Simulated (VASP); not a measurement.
# Sc (Im-3m) in VASP: single point with r2SCAN

Aim: the single point of Sc with r2SCAN.

Everything below comes from runs of VASP 6.6.1. Logs are shortened: lines on timing, memory, paths and dates and some standing lists are left out, and cuts for length are marked.

**1. Starting point**

The structure is cubic, space group Im-3m (No. 229). Conventional cell: a = 3.459 Å, b = 3.459 Å, c = 3.459 Å, α = 90.00°, β = 90.00°, γ = 90.00°. Sc (site symmetry m-3m) is surrounded by 8 Sc at 3.00 Å.

The cell was built by a generator and needn't be a form met in nature.

**2. Single point, r2SCAN**

The input, POSCAR:

```
Sc
1.0
   -1.7297280000      1.7297280000      1.7297280000
    1.7297280000     -1.7297280000      1.7297280000
    1.7297280000      1.7297280000     -1.7297280000
Sc
1
Direct
    0.0000000000      0.0000000000      0.0000000000
```

The input, INCAR.step1:

```
PREC = Accurate
ENCUT = 520
ISMEAR = -5
SIGMA = 0.1
LREAL = F
LASPH = T
NELM = 80
LMAXMIX = 4
GGA = PE
ALGO = Normal
EDIFF = 1E-4
LWAVE = T
LCHARG = F
```

The input, INCAR.step2:

```
PREC = Accurate
ENCUT = 520
EDIFF = 1E-7
ISMEAR = -1
SIGMA = 0.1
LREAL = F
LASPH = T
NELM = 80
ALGO = Normal
ISIF = 2
LWAVE = F
LCHARG = F
LMAXMIX = 4
METAGGA = R2SCAN
LMIXTAU = T
LORBIT = 11
ISTART = 1
```

The input, KPOINTS:

```
Automatic mesh
0
Gamma
  14 14 14
```

Potentials or basis: VASP PAW PBE potentials, release 64 (Sc_sv).

The run is started by

```sh
$ cat potpaw_PBE.64/Sc_sv/POTCAR > POTCAR
$ cp INCAR.step1 INCAR
$ mpirun -np 1 vasp_std > vasp.out
$ cp INCAR.step2 INCAR
$ mpirun -np 1 vasp_std > vasp.out
```

OUTCAR:

```text
PREC = Accurate
   ENCUT = 520
   EDIFF = 1E-7
   ISMEAR = -1
   LREAL = F
   LASPH = T
   NELM = 80
   ISIF = 2
   METAGGA = R2SCAN
   LORBIT = 11
   ISTART = 1

 ion  position               nearest neighbor table
   1  0.000  0.000  0.000-

  LATTYP: Found a body centered cubic cell.
 ALAT       =     3.4594560000

  Lattice vectors:

 A1 = (  -1.7297280000,   1.7297280000,   1.7297280000)
 A2 = (   1.7297280000,  -1.7297280000,   1.7297280000)
 A3 = (   1.7297280000,   1.7297280000,  -1.7297280000)

Analysis of symmetry for initial positions (statically):
=====================================================================
 Subroutine PRICEL returns:
 Original cell was already a primitive cell.

 Routine SETGRP: Setting up the symmetry group for a
 body centered cubic supercell.

 Subroutine GETGRP returns: Found 48 space group operations
 (whereof 48 operations were pure point group operations)
 out of a pool of 48 trial point group operations.

The static configuration has the point symmetry O_h .

Analysis of symmetry for dynamics (positions and initial velocities):
=====================================================================
 Subroutine PRICEL returns:
 Original cell was already a primitive cell.

 Routine SETGRP: Setting up the symmetry group for a
 body centered cubic supercell.

 Subroutine GETGRP returns: Found 48 space group operations
 (whereof 48 operations were pure point group operations)
 out of a pool of 48 trial point group operations.

The dynamic configuration has the point symmetry O_h .

 Subroutine INISYM returns: Found 48 space group operations
 (whereof 48 operations are pure point group operations),
 and found     1 'primitive' translations

----------------------------------------------------------------------------------------

                                     Primitive cell

  volume of cell :      20.7011

  direct lattice vectors                    reciprocal lattice vectors
    -1.729728000  1.729728000  1.729728000     0.000000000  0.289062789  0.289062789
     1.729728000 -1.729728000  1.729728000     0.289062789  0.000000000  0.289062789
     1.729728000  1.729728000 -1.729728000     0.289062789  0.289062789  0.000000000

  length of vectors
     2.995976779  2.995976779  2.995976779     0.408796517  0.408796517  0.408796517

  position of ions in fractional coordinates (direct lattice)
     0.000000000  0.000000000  0.000000000

  ion indices of the primitive-cell ions
   primitive index   ion index
                 1           1

----------------------------------------------------------------------------------------

 KPOINTS: Automatic mesh

Automatic generation of k-mesh.
 Grid dimensions read from file:
 generate k-points for:   14   14   14

 Generating k-lattice:

  Cartesian coordinates                     Fractional coordinates (reciprocal lattice)
     0.000000000  0.020647342  0.020647342     0.071428571  0.000000000  0.000000000
     0.020647342  0.000000000  0.020647342     0.000000000  0.071428571  0.000000000
     0.020647342  0.020647342  0.000000000     0.000000000  0.000000000  0.071428571

  Length of vectors
     0.029199751  0.029199751  0.029199751

  Shift w.r.t. Gamma in fractional coordinates (k-lattice)
     0.000000000  0.000000000  0.000000000

 Subroutine IBZKPT returns following result:
 ===========================================

 Found    104 irreducible k-points:

 Following reciprocal coordinates:
            Coordinates               Weight
  0.000000  0.000000  0.000000      1.000000
  0.071429  0.000000  0.000000     12.000000
  0.142857  0.000000  0.000000     12.000000
  0.214286  0.000000  0.000000     12.000000
  0.285714  0.000000  0.000000     12.000000
  0.357143  0.000000  0.000000     12.000000
[... 16 lines left out ...]
  0.285714  0.285714  0.000000     24.000000
  0.357143  0.285714 -0.000000     24.000000
 [... further k-points ...]
   k-points           NKPTS =    104   k-points in BZ     NKDIM =    104   number of bands    NBANDS=      9
   number of dos      NEDOS =    301   number of ions     NIONS =      1
   total plane-waves  NPLWV =  13824
   dimension x,y,z NGX =    24 NGY =   24 NGZ =   24
   dimension x,y,z NGXF=    48 NGYF=   48 NGZF=   48
   ions per type =               1
   NGX,Y,Z   is equivalent  to a cutoff of  13.32, 13.32, 13.32 a.u.
   NGXF,Y,Z  is equivalent  to a cutoff of  26.64, 26.64, 26.64 a.u.
 SYSTEM =  unknown system
   PREC   = accura    normal or accurate (medium, high low for compatibility)
   ISTART =      1    job   : 0-new  1-cont  2-samecut
   ICHARG =      0    charge: 1-file 2-atom 10-const
   ISPIN  =      1    spin polarized calculation?
   LNONCOLLINEAR =      F non collinear calculations
   LSORBIT =      F    spin-orbit coupling
   LASPH  =      T    aspherical Exc in radial PAW
   ENCUT  =  520.0 eV  38.22 Ry    6.18 a.u.   5.57  5.57  5.57*2*pi/ulx,y,z
   NELM   =     80;   NELMIN=  2; NELMDL=  0     # of ELM steps
   EDIFF  = 0.1E-06   stopping-criterion for ELM
   LREAL  =      F    real-space projection
   EDIFFG = 0.1E-05   stopping-criterion for IOM
   NSW    =      0    number of steps for IOM
   IBRION =     -1    ionic relax: 0-MD 1-quasi-New 2-CG
   NFREE  =      0    steps in history (QN), initial steepest desc. (CG)
   ISIF   =      2    stress and relaxation
   ISYM   =      2    0-nonsym 1-usesym 2-fastsym
   POTIM  = 0.5000    time-step for ionic-motion
   TEBEG  =    0.0;   TEEND  =   0.0 temperature during run
   PSTRESS=    0.0 pullay stress
   NELECT =      11.0000    total number of electrons
   NUPDOWN=      -1.0000    fix difference up-down
   EMIN   =  10.00;   EMAX   =-10.00  energy-range for DOS
   EFERMI =   0.00;   METHOD = LEGACY
   ISMEAR =    -1;   SIGMA  =   0.10  broadening in eV -4-tet -1-fermi 0-gaus
   EFERMI_NEDOS =   21; number of points for ismear=-14 and -15
   IALGO  =     38    algorithm
   IMIX   =      4    mixing-type and parameters
     AMIX     =   0.40;   BMIX     =  1.00
     AMIX_MAG =   1.60;   BMIX_MAG =  1.00
  volume/ion in A,a.u.               =      20.70       139.70
  Fermi-wavevector in a.u.,A,eV,Ry     =   1.325993  2.505764 23.922546  1.758258
  Thomas-Fermi vector in A             =   2.455413
   LORBIT       =     11    0 simple, 1 ext, 2 COOP (PROOUT), +10 PAW based schemes
   METAGGA = R2SCAN    functional components
   LHFCALC =     F    Hartree Fock is set to
   AEXX    =    0.0000 exact exchange contribution
   IVDW    =     0    specifies the selected vdW correction
   LEPSILON=     F    determine dielectric tensor
   LRPA    =     F    only Hartree local field effects (RPA)
 non-spin polarized calculation
  energy-cutoff  :      520.00
  volume of cell :       20.70
 maximum number of plane-waves:       586
 NGX is ok and might be reduce to    24

 number of electron      11.0000003 magnetization

 Free energy of the ion-electron system (eV)
  ---------------------------------------------------
  ext. energy  EPLUGINS =         0.00000000
  ---------------------------------------------------
  free energy    TOTEN  =       -11.13385482 eV

  energy without entropy =      -11.07254873  energy(sigma->0) =      -11.10320178

 E-fermi :   4.9897     XC(G=0): -11.3766

 val. band max:        4.9803557861   @ k =  -0.4286   0.4286   0.1429
 cond. band min:       4.9980248968   @ k =   0.2857   0.1429   0.1429
 fundamental gap:      0.0176691108
 Fermi energy:         4.9897349748

 k-point     1 :       0.0000    0.0000    0.0000
  band No.  band energies     occupation
      1     -46.2769      2.00000
      2     -23.5704      2.00000
      3     -23.5704      2.00000
      4     -23.5704      2.00000
      5      -0.9338      2.00000
      6       6.9436      0.00000
      7       6.9436      0.00000
      8       6.9436      0.00000
      9       8.5958      0.00000

 k-point     2 :       0.0714    0.0000    0.0000
  band No.  band energies     occupation
      1     -46.2703      2.00000
      2     -23.6081      2.00000
      3     -23.5814      2.00000
      4     -23.5708      2.00000
      5      -0.7653      2.00000
      6       6.8493      0.00000
      7       6.9026      0.00000
      8       7.0725      0.00000
      9       8.4833      0.00000

 k-point     3 :       0.1429    0.0000    0.0000
  band No.  band energies     occupation
      1     -46.2516      2.00000
      2     -23.7125      2.00000
      3     -23.6120      2.00000
      4     -23.5719      2.00000
      5      -0.2789      2.00000
      6       6.5968      0.00000
      7       6.7045      0.00000
      8       7.4482      0.00000
      9       8.3010      0.00000

 k-point     4 :       0.2143    0.0000    0.0000
  band No.  band energies     occupation
      1     -46.2245      2.00000
      2     -23.8603      2.00000
      3     -23.6560      2.00000
      4     -23.5734      2.00000
      5       0.4645      2.00000
      6       6.2583      0.00001
      7       6.2822      0.00000
      8       8.0357      0.00000
      9       8.2865      0.00000
[... 205 lines left out ...]
 k-point    22 :       0.3571    0.2143   -0.0000
  band No.  band energies     occupation
      1     -46.1308      2.00000
      2     -24.1858      2.00000
      3     -23.9044      2.00000
      4     -23.6455      2.00000
      5       3.6954      2.00000
      6       4.9592      1.15150
      7       5.2635      0.12152
      8       8.5980      0.00000
      9       9.1494      0.00000

 k-point    23 :       0.2857    0.2857    0.0000
  band No.  band energies     occupation
      1     -46.1293      2.00000
      2     -24.1449      2.00000
      3     -23.9491      2.00000
      4     -23.6534      2.00000
      5       3.9979      1.99990
      6       4.6718      1.92007
      7       5.2348      0.15875
      8       8.6567      0.00000
      9       9.0764      0.00000

 k-point    24 :       0.3571    0.2857   -0.0000
  band No.  band energies     occupation
      1     -46.1251      2.00000
      2     -24.1164      2.00000
      3     -24.0033      2.00000
      4     -23.6570      2.00000
      5       4.2889      1.99819
      6       4.7976      1.74462
      7       4.9006      1.41842
      8       8.7851      0.00000
      9       9.0345      0.00000

 [... further k-points ...]

------------------------ aborting loop because EDIFF is reached ----------------------------------------

  FORCE on cell =-STRESS in cart. coord.  units (eV):
  Direction    XX          YY          ZZ          XY          YZ          ZX
  --------------------------------------------------------------------------------------
  -------------------------------------------------------------------------------------
  Total        1.8802866      1.8802866      1.8802866      0.0000000     -0.0000000      0.0000000
  in kB      145.5262055    145.5262055    145.5262055      0.0000000     -0.0000000      0.0000000
  external PRESSURE =     145.5262055 kB  Pullay stress =       0.0000000 kB

 VOLUME and BASIS-vectors are now :
 -----------------------------------------------------------------------------
  energy-cutoff  :      520.00
  volume of cell :       20.70
      direct lattice vectors                 reciprocal lattice vectors
    -1.729728000  1.729728000  1.729728000     0.000000000  0.289062789  0.289062789
     1.729728000 -1.729728000  1.729728000     0.289062789  0.000000000  0.289062789
     1.729728000  1.729728000 -1.729728000     0.289062789  0.289062789  0.000000000

 POSITION                                       TOTAL-FORCE (eV/Angst)
 -----------------------------------------------------------------------------------
      0.00000      0.00000      0.00000        -0.000000     -0.000000      0.000000
 -----------------------------------------------------------------------------------
    total drift:                               -0.000000      0.000000      0.000000

  FREE ENERGIE OF THE ION-ELECTRON SYSTEM (eV)
  ---------------------------------------------------
  free  energy   TOTEN  =       -11.1338548250 eV

  energy  without entropy=      -11.0725487290  energy(sigma->0) =      -11.10320178

 total charge

# of ion       s       p       d       tot
------------------------------------------
    1        2.295   6.146   1.093   9.534
```

It took 67 s on 1 thread of AMD EPYC 7R13 (Zen 3), shared host; peak memory 0.13 GiB.

What came out:

| Property | Result |
| --- | --- |
| Free energy | -11.1339 eV |
| Pressure | 14.6 GPa |
| Band gap on the k mesh | none (metal or under the smearing width) |
| Valence electrons inside the program's atomic spheres | Sc 9.53 |

Levels at points of the mesh, in eV from the Fermi level:
```csv
k point,band 1,band 2,band 3,band 4,band 5,band 6,band 7,band 8,band 9
"(0.00, 0.00, 0.00)",-51.27,-28.56,-28.56,-28.56,-5.92,1.95,1.95,1.95,3.61
"(0.50, 0.00, 0.00)",-51.13,-29.28,-28.78,-28.57,-2.16,0.38,0.76,3.68,4.06
"(0.50, 0.50, 0.50)",-51.04,-29.04,-29.04,-29.04,-1.84,-1.84,5.02,5.02,5.02
```

Caveat: the PAW data sets were made with another functional, which shifts forces and pressure a little.
